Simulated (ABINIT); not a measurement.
Runs of ABINIT 10.8.3 (patched build) on CdS. The structure is trigonal, space group P3m1 (No. 156). The conventional cell has a = 4.261 Å, b = 4.261 Å, c = 5.804 Å, α = 90.00°, β = 90.00°, γ = 120.00°. Around Cd (site symmetry 3m) lie 3 S at 2.46 Å. Around S (site symmetry 3m) lie 3 Cd at 2.46 Å. Measurements of this composition are mostly on another form, of space group No. 186.

```tsv
task	level	potentials or basis	cutoff (eV)	fine-grid cutoff	gap on the mesh (eV)	pressure (GPa)	largest force (eV/Å)
single point	PBE	JTH PAW PBE v2.0	599	1197.3 eV	1.45	(b)	0.01
band structure	LDA	JTH PAW LDA v2.0	599	1197.3 eV	1.24	-2.5	0.03
band structure	r2SCAN	JTH PAW PBE v2.0	707	1306.15 eV	1.87	-0.8	0.03
band structure	PBEsol	JTH PAW PBE v2.0	599	1197.3 eV	1.40	-1.5	(a)
```

Alike in all rows: no spin polarisation; cell as given; k mesh 7 × 7 × 5; smearing fermi-dirac 0.05 eV.

Fill in the values left out.

(a) 0.02; (b) -0.2.

Caveats: the PAW data sets were made with another functional, which shifts forces and pressure a little (some runs); an odd mesh through Γ misses points on the zone boundary, where band edges often lie (some runs).

A k mesh can miss the band edges, and the runs leave out spin-orbit coupling on Cd.
